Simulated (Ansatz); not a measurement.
I (omega type), DFT, PBE, PAW with Ansatz's default frozen-core files, scalar-relativistic (Ansatz 0.2.0), on 1 thread of Arm Neoverse V1 (shared host).

Command: `ansatz run input.yaml --threads 1 --pin off --max-ram 3072MiB --backend cpu --events-out ev --progress --plain --runs-dir out`

```yaml
crystal:
  lattice:
    - [6.2294373688, 0.0, 0.0]
    - [-3.1147186844, 5.3948510126, 0.0]
    - [0.0, 0.0, 2.5202875242]
  atoms:
    - { symbol: I, position: [0.0, 0.0, 0.0] }
    - { symbol: I, position: [0.3333333333, 0.6666666667, 0.5] }
    - { symbol: I, position: [0.6666666667, 0.3333333333, 0.5] }
kpoints:
  mp_grid: { grid: [6, 6, 9] }
scf:
  occupations: { method: fermi_dirac, width: 0.1 }
hamiltonian:
  xc: pbe
  pseudopotentials: { kind: paw }
output:
  forces: true
  stress: true
relax:
  f_tol: 0.005
  max_steps: 30
  cell: { stress_tol: 0.35, fix: [volume] }
```

Q: How large is the problem that the program sets up?

A: 35 irreducible k-points, 1677 plane waves at Γ, 31 bands.

Q: About how long does it take?

A: 25 s of wall time for 34 SCF iterations over 5 geometries. Times on shared machines scatter by tens of per cent.
